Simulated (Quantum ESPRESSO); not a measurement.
# TePb (Fm-3m) in Quantum ESPRESSO: further runs, part 2 of 2

Quantum ESPRESSO 7.5.

## Step 3: Relaxation of cell and atoms, PBEsol, target pressure 20 GPa, at which the enthalpy is minimised

pw.in reads:

```
&CONTROL
  calculation = 'vc-relax'
  prefix = 'pwscf'
  outdir = './tmp'
  pseudo_dir = './pseudo'
  tprnfor = .true.
  tstress = .true.
  disk_io = 'low'
  nstep = 40
  forc_conv_thr = 0.0004
  etot_conv_thr = 1d-05
/
&SYSTEM
  ibrav = 0
  nat = 2
  ntyp = 2
  ecutwfc = 63
  ecutrho = 506
  nbnd = 16
  input_dft = 'pbesol'
  occupations = 'smearing'
  smearing = 'fd'
  degauss = 0.00367493
/
&ELECTRONS
  conv_thr = 4d-10
  electron_maxstep = 120
  mixing_beta = 0.5
/
&IONS
  ion_dynamics = 'bfgs'
/
&CELL
  cell_dynamics = 'bfgs'
  press = 200
  press_conv_thr = 0.3
/
ATOMIC_SPECIES
Pb   207.2000 Pb.pbe-dn-kjpaw_psl.0.2.2.UPF
Te   127.6000 Te_pbe_v1.uspp.F.UPF
CELL_PARAMETERS angstrom
   0.0000000000    3.2310000000    3.2310000000
   3.2310000000    0.0000000000    3.2310000000
   3.2310000000    3.2310000000    0.0000000000
ATOMIC_POSITIONS crystal
Pb     0.0000000000    0.0000000000    0.0000000000
Te     0.5000000000    0.5000000000    0.5000000000
K_POINTS automatic
7 7 7 0 0 0
```

Potentials or basis: SSSP 1.3 efficiency PBE.

Command:

```bash
$ OMP_NUM_THREADS=1 pw.x -in pw.in > pw.out
```

pw.out:

```text
This program is part of the open-source Quantum ESPRESSO suite
     for quantum simulation of materials; please cite
         "P. Giannozzi et al., J. Phys.:Condens. Matter 21 395502 (2009);
         "P. Giannozzi et al., J. Phys.:Condens. Matter 29 465901 (2017);
         "P. Giannozzi et al., J. Chem. Phys. 152 154105 (2020);
     in publications or presentations arising from this work. More details at

     file Pb.pbe-dn-kjpaw_psl.0.2.2.UPF: wavefunction(s)  6S renormalized

     IMPORTANT: XC functional enforced from input :
     Exchange-correlation= PBESOL
                           (   1   4  10   8   0   0   0)
     Any further DFT definition will be discarded
     Please, verify this is what you really want

     Message from routine setup:
     using ibrav=0 with symmetry is DISCOURAGED, use correct ibrav instead

     G-vector sticks info
     --------------------
     sticks:   dense  smooth     PW     G-vecs:    dense   smooth      PW
     Sum        2587    1285    379                87555    30731    4909

     Using Slab Decomposition

     bravais-lattice index     =            0
     lattice parameter (alat)  =       8.6348  a.u.
     unit-cell volume          =     455.2369 (a.u.)^3
     number of atoms/cell      =            2
     number of atomic types    =            2
     number of electrons       =        20.00
     number of Kohn-Sham states=           16
     kinetic-energy cutoff     =      63.0000  Ry
     charge density cutoff     =     506.0000  Ry
     scf convergence threshold =      4.0E-10
     mixing beta               =       0.5000
     number of iterations used =            8  plain     mixing
     energy convergence thresh.=      1.0E-05
     force convergence thresh. =      4.0E-04
     press convergence thresh. =      3.0E-01
     Exchange-correlation= PBESOL
                           (   1   4  10   8   0   0   0)
     nstep                     =           40

     celldm(1)=   8.634771  celldm(2)=   0.000000  celldm(3)=   0.000000
     celldm(4)=   0.000000  celldm(5)=   0.000000  celldm(6)=   0.000000

     crystal axes: (cart. coord. in units of alat)
               a(1) = (   0.000000   0.707107   0.707107 )
               a(2) = (   0.707107   0.000000   0.707107 )
               a(3) = (   0.707107   0.707107   0.000000 )

     reciprocal axes: (cart. coord. in units 2 pi/alat)
               b(1) = ( -0.707107  0.707107  0.707107 )
               b(2) = (  0.707107 -0.707107  0.707107 )
               b(3) = (  0.707107  0.707107 -0.707107 )

[... 45 lines left out ...]
        k(    5) = (   0.2020305  -0.0000000   0.0000000), wk =   0.0349854
        k(    6) = (   0.3030458   0.1010153  -0.1010153), wk =   0.1399417
[... 12 lines left out ...]
        k(   19) = (  -0.1010153  -0.5050763   0.7071068), wk =   0.1399417
        k(   20) = (   0.0000000  -0.4040610   0.6060915), wk =   0.1399417

     Dense  grid:    87555 G-vectors     FFT dimensions: (  64,  64,  64)

     Smooth grid:    30731 G-vectors     FFT dimensions: (  45,  45,  45)

     Initial potential from superposition of free atoms

     starting charge      19.9974, renormalised to      20.0000
     Starting wfcs are   13 randomized atomic wfcs +    3 random wfcs

     Self-consistent Calculation

     iteration #  1     ecut=    63.00 Ry     beta= 0.50
     Davidson diagonalization with overlap
     ethr =  1.00E-02,  avg # of iterations =  5.5

     Threshold (ethr) on eigenvalues was too large:
     Diagonalizing with lowered threshold

     Davidson diagonalization with overlap
     ethr =  1.49E-04,  avg # of iterations =  5.8

     total energy              =    -885.95732635 Ry
     estimated scf accuracy    <       0.03041623 Ry
[... 5 lines left out ...]
     total energy              =    -885.96535643 Ry
     estimated scf accuracy    <       0.00208419 Ry

     iteration #  3     ecut=    63.00 Ry     beta= 0.50
     Davidson diagonalization with overlap
     c_bands:  1 eigenvalues not converged
     c_bands:  1 eigenvalues not converged
     ethr =  1.04E-05,  avg # of iterations =  8.5

     total energy              =    -885.96698027 Ry
     estimated scf accuracy    <       0.00058240 Ry

     iteration #  4     ecut=    63.00 Ry     beta= 0.50
     Davidson diagonalization with overlap
     ethr =  2.91E-06,  avg # of iterations =  4.2
[... 43 lines left out ...]
     total energy              =    -885.96709579 Ry
     estimated scf accuracy    <          3.5E-09 Ry

[... 81 further cycles ...]
     iteration # 11     ecut=    63.00 Ry     beta= 0.50
     Davidson diagonalization with overlap
     ethr =  5.20E-10,  avg # of iterations =  2.0

     total energy              =    -885.91286747 Ry
     estimated scf accuracy    <          1.3E-09 Ry
[... 57 lines left out ...]
     iteration # 20     ecut=    63.00 Ry     beta= 0.50
     Davidson diagonalization with overlap
     ethr =  1.00E-13,  avg # of iterations =  1.1

     End of self-consistent calculation

          k = 0.0000 0.0000 0.0000 (  2891 PWs)   bands (ev):

    -5.6699  -5.6699  -5.6283  -5.6283  -5.6283  -2.8951   6.9342   9.2816
     9.2816   9.2816  16.1694  16.1694  16.1694  16.7291  16.7291  16.7291

          k = 0.1102 0.1102-0.1102 (  2930 PWs)   bands (ev):
[... 91 lines left out ...]
    -5.8306  -5.6792  -5.6192  -5.5974  -5.5568   0.2146   2.2690   5.6381
     6.5769  10.4849  13.4397  16.1164  17.1925  18.5012  19.8992  22.4960

     the Fermi energy is    11.8708 ev

!    total energy              =    -885.91286748 Ry
     estimated scf accuracy    <          2.0E-12 Ry
     smearing contrib. (-TS)   =      -0.00000579 Ry
     internal energy E=F+TS    =    -885.91286169 Ry

     The total energy is F=E-TS. E is the sum of the following terms:
     one-electron contribution =     -29.10272557 Ry
     hartree contribution      =      30.98392535 Ry
     xc contribution           =     -58.62684555 Ry
     ewald contribution        =    -111.39493584 Ry
     one-center paw contrib.   =    -717.77228008 Ry

     convergence has been achieved in  20 iterations

     Forces acting on atoms (cartesian axes, Ry/au):

     atom    1 type  1   force =    -0.00000000    0.00000000   -0.00000000
     atom    2 type  2   force =     0.00000000   -0.00000000    0.00000000

     Total force =     0.000000     Total SCF correction =     0.000000

     Computing stress (Cartesian axis) and pressure

          total   stress  (Ry/bohr**3)                   (kbar)     P=      199.86
   0.00135859   0.00000000   0.00000000          199.86        0.00        0.00
  -0.00000000   0.00135859  -0.00000000           -0.00      199.86       -0.00
   0.00000000   0.00000000   0.00135859            0.00        0.00      199.86

=------------------------------------------------------------------------------=
   JOB DONE.
=------------------------------------------------------------------------------=
```

Wall time 6.4 min (1 thread of Arm Neoverse V1, shared host); peak memory 0.36 GiB.

Results:

* Free energy: -12053.4586 eV
* Relaxed volume: 25.97 Å³/atom
* Relaxed cell: a = 4.188 Å, b = 4.188 Å, c = 4.188 Å, α = 60.00°, β = 60.00°, γ = 60.00°
* Space group after relaxing (to 0.05 Å): Fm-3m (No. 225)
* Energy change on relaxing (the enthalpy is what falls): +368.5 meV/atom
* Ionic steps: 5
* Pressure after relaxing: 20.0 GPa

The path:
| step | energy change (eV) | largest force (eV/Å) | pressure (GPa) | volume (Å³) |
| --- | --- | --- | --- | --- |
| 1 | 0.0000 | 0.0000 | -0.43 | 67.46 |
| 2 | 0.0941 | 0.0000 | 5.41 | 60.67 |
| 3 | 0.8097 | 0.0000 | 21.38 | 51.38 |
| 4 | 0.7212 | 0.0000 | 19.69 | 52.07 |
| 5 | 0.7369 | 0.0000 | 20.00 | 51.94 |

Final structure:
```
Pb Te
1.0
     0.00000    2.96135    2.96135
     2.96135    0.00000    2.96135
     2.96135    2.96135    0.00000
Pb Te
1 1
Direct
  0.00000 0.00000 0.00000
  0.50000 0.50000 0.50000
```

Caveat: the potentials were made for another functional, which shifts forces and pressure; the volume moved by over 15 % at a fixed basis, so the end points are rough; this odd mesh misses L, where the gap lies, so gap, dielectric constants and Born charges aren't listed. Spin-orbit coupling is left out, which matters for the levels of Pb, Te.
